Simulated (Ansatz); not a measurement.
# Ga: the cost of one run

Method: DFT PBE, scalar-relativistic, in Ansatz 0.2.0.

## (1) The structure to begin with

The structure is orthorhombic, space group Cmce (No. 64). Conventional cell: a = 4.511 Å, b = 7.645 Å, c = 4.517 Å, α = 90.00°, β = 90.00°, γ = 90.00°. Ga (site symmetry m) has 7 Ga at 2.44 to 2.79 Å as nearest neighbours.

Structure file:

```cif
data_structure
_symmetry_space_group_name_H-M 'P 1'
_symmetry_Int_Tables_number 1
_cell_length_a 4.4382
_cell_length_b 4.4382
_cell_length_c 4.5167
_cell_angle_alpha 90.000
_cell_angle_beta 90.000
_cell_angle_gamma 118.916
_cell_volume 77.88
loop_
_atom_site_label
_atom_site_type_symbol
_atom_site_fract_x
_atom_site_fract_y
_atom_site_fract_z
_atom_site_occupancy
Ga1 Ga 0.15250 0.84750 0.07850 1
Ga2 Ga 0.65250 0.34750 0.42150 1
Ga3 Ga 0.84750 0.15250 0.92150 1
Ga4 Ga 0.34750 0.65250 0.57850 1
```

The structure is an experimental refinement, used without relaxation.

Atoms are numbered in the order of the input: Ga1, Ga2, Ga3, Ga4.

## (2) LAPW, all electrons

Contents of input.yaml:

```yaml
crystal:
  lattice:
    - [2.25535, -3.8224, 0.0]
    - [2.25535, 3.8224, 0.0]
    - [0.0, 0.0, 4.5167]
  atoms:
    - { symbol: Ga, position: [0.1525, 0.8475, 0.0785] }
    - { symbol: Ga, position: [0.6525, 0.3475, 0.4215] }
    - { symbol: Ga, position: [0.8475, 0.1525, 0.9215] }
    - { symbol: Ga, position: [0.3475, 0.6525, 0.5785] }
kpoints:
  mp_grid: { grid: [9, 9, 8] }
  band_path:
    path:
      - [0.0, 0.0, 0.0]
      - [-0.5, 0.5, 0.0]
      - [-0.337035342, 0.662964658, 0.0]
      - [0.337035342, 0.337035342, 0.0]
      - [0.0, 0.0, 0.0]
      - [0.0, 0.0, 0.5]
      - [0.337035342, 0.337035342, 0.5]
      - [-0.337035342, 0.662964658, 0.5]
      - [-0.5, 0.5, 0.5]
    npoints: 14
scf:
  occupations: { method: fermi_dirac, width: 0.05 }
hamiltonian:
  xc: pbe
  pseudopotentials: { kind: all_electron, lapw: { basis_error: 0.001 } }
output:
  forces: true
  stress: true
  eigenvalues: true
  fatbands: true
  populations: true
  dos: { projected: true, de: 0.2, e_range: [-14, 8] }
```

Command:

```sh
> ansatz run input.yaml --threads 1 --pin off --max-ram 6144MiB --backend cpu --events-out ev --progress --plain --runs-dir out
```

**Question.** How long does this run take on 1 thread of Arm Neoverse N1, shared host, and how much memory does it need?

About 6.5 min, with a peak of 1.1 GiB.
